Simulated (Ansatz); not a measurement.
**Ti: how the free axis answers a strain**

Ti, P6_3/mmc, a = 2.900 Å, c = 4.591 Å. Ansatz: PBEsol, PAW, 420 eV, Γ-centred 24×24×12 mesh on 2 atoms, Gaussian smearing 0.10 eV; no spin polarisation. Series: biaxial strain in the a-b plane, c and atoms relaxed; x is the strain in per cent. y is the change of c in per cent of 4.591 Å.

| x (%) | y (%) |
| --- | --- |
| -3.0 | 2.67 |
| -2.0 | 1.72 |
| -1.0 | 0.81 |
| 0.0 | 0.00 |
| 1.0 | -0.82 |
| 2.0 | -1.62 |
| 3.0 | ? |

**Question.** Fit y = c1 x + c2 x² to the other rows, say what c1 measures, and predict the missing y.

**Answer.** Least squares on the rows shown. y = −0.8362 x + 0.01603 x². With no stress along c, c1 = −2C13/C33 = -0.836. At x = 3.0 the fit asked for gives -2.36 %. The run gave -2.41 %, so the fit is 0.05 % too high, 0.98 % of the span of the series, against an rms of 0.02 % on the fitted rows. The row lies outside the fitted range. With a term in x³ added, a fit to the same known rows predicts -2.47 %, which misses by about as much or more on the other side: the known rows don't fix the higher terms.

Cost: 7 runs of about 5 core-minutes in all, on Arm Neoverse V2 (shared hosts).